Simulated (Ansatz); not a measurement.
# HC18: the cost of one run

All numbers below are computed with Ansatz 0.2.0 (DFT PBE+D3(BJ), plane waves, PAW, scalar-relativistic, collinear spin).

## Step 1: The structure to begin with

The cell holds 19 atoms (C18H): a = 7.398 Å, b = 7.398 Å, c = 11.000 Å, α = 90.00°, β = 90.00°, γ = 120.00°.

Its coordinates follow in the input file.

## Step 2: Relaxing end A

Input file input.yaml:

```yaml
crystal:
  lattice:
    - [7.398, 0.0, 0.0]
    - [-3.699, 6.406856, 0.0]
    - [0.0, 0.0, 11.0]
  atoms:
    - { symbol: C, position: [0.0, 0.0, 0.0909091] }
    - { symbol: C, position: [0.2222222, 0.1111111, 0.0909091] }
    - { symbol: C, position: [0.0, 0.3333333, 0.0909091] }
    - { symbol: C, position: [0.2222222, 0.4444444, 0.0909091] }
    - { symbol: C, position: [0.0, 0.6666667, 0.0909091] }
    - { symbol: C, position: [0.2222222, 0.7777778, 0.0909091] }
    - { symbol: C, position: [0.3333333, 0.0, 0.0909091] }
    - { symbol: C, position: [0.5555556, 0.1111111, 0.0909091] }
    - { symbol: C, position: [0.3333333, 0.3333333, 0.0909091] }
    - { symbol: C, position: [0.5555556, 0.4444444, 0.0909091] }
    - { symbol: C, position: [0.3333333, 0.6666667, 0.0909091] }
    - { symbol: C, position: [0.5555556, 0.7777778, 0.0909091] }
    - { symbol: C, position: [0.6666667, 0.0, 0.0909091] }
    - { symbol: C, position: [0.8888889, 0.1111111, 0.0909091] }
    - { symbol: C, position: [0.6666667, 0.3333333, 0.0909091] }
    - { symbol: C, position: [0.8888889, 0.4444444, 0.0909091] }
    - { symbol: C, position: [0.6666667, 0.6666667, 0.0909091] }
    - { symbol: C, position: [0.8888889, 0.7777778, 0.0909091] }
    - { symbol: H, position: [0.336638, 0.0097439, 0.1909091], spin: 1.0 }
magnetization:
  spin_polarized: true
basis:
  ecutwfc: 420.0
kpoints:
  mp_grid: { grid: [2, 2, 1] }
hamiltonian:
  xc: pbe
  dispersion: d3bj
scf:
  occupations: { method: fermi_dirac, width: 0.05 }
  lower_state_search: "off"
relax:
  f_tol: 0.03
  max_steps: 60
  adjacent_minimum: "off"
```

Launch:

```
$ ansatz run input.yaml --threads 2 --pin off --max-ram 5120MiB --backend cpu --events-out ev --progress --plain --runs-dir out
```

Q: Estimate wall time and peak memory on 2 threads of Arm Neoverse V1, shared host.

About 60 s, with a peak of 0.84 GiB.
